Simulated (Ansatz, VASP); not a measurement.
**Ga in VASP and in Ansatz**

INCAR

```
SYSTEM = Ga
  PREC = Accurate
  ENCUT = 520
  EDIFF = 1E-7
  ISMEAR = -1
  SIGMA = 0.05
  LREAL = .FALSE.
  LASPH = .TRUE.
  NELM = 60
  ALGO = Normal
  ISIF = 2
  LWAVE = .FALSE.
  LCHARG = .FALSE.
  GGA = CA
  NBANDS = 12
```

KPOINTS

```
regular mesh
0
G
  16 16 16
  0 0 0
```

The input POSCAR:

```
Ga
1.0
   -1.2506942736      1.2506942736      1.2506942736
    1.2506942736     -1.2506942736      1.2506942736
    1.2506942736      1.2506942736     -1.2506942736
Ga
1
Direct
    0.0000000000      0.0000000000      0.0000000000
```

Input for Ansatz:

```yaml
crystal:
  lattice:
    - [-1.2506942736, 1.2506942736, 1.2506942736]
    - [1.2506942736, -1.2506942736, 1.2506942736]
    - [1.2506942736, 1.2506942736, -1.2506942736]
  atoms:
    - { symbol: Ga, position: [0.0, 0.0, 0.0] }
kpoints:
  mp_grid: { grid: [16, 16, 16] }
scf:
  occupations: { method: fermi_dirac, width: 0.05 }
hamiltonian:
  xc: lda
  pseudopotentials: { kind: paw, source: ansatz }
output:
  forces: true
  stress: true
  eigenvalues: true
```

Change from the starting cell: volume scaled by 0.45, PAW files, source ansatz.

Alike in both runs: task single point; functional LDA; k mesh 16 × 16 × 16; occupations fermi-dirac, width 0.05 eV; no spin polarisation.

|  | VASP | Ansatz |
| --- | --- | --- |
| version | VASP 6.6.1 | Ansatz 0.2.0 |
| potentials or method | VASP PAW LDA potentials, release 64 (Ga_d) | PAW with other files of Ansatz's library (source ansatz), scalar-relativistic |
| plane-wave cutoff (eV) | 520 | 1020 |
| valence electrons in the cell | 13 | 21 |

VASP gave:

- pressure (GPa): 347.6

Estimate Ansatz's values.

pressure (GPa): 341.3.

The two sets of potentials don't hold the same shells in valence.

Caveats: the cell as given lies far from equilibrium; so large a pressure means that the cell lies far from this level's equilibrium, or that cutoff or potentials fall short (VASP).
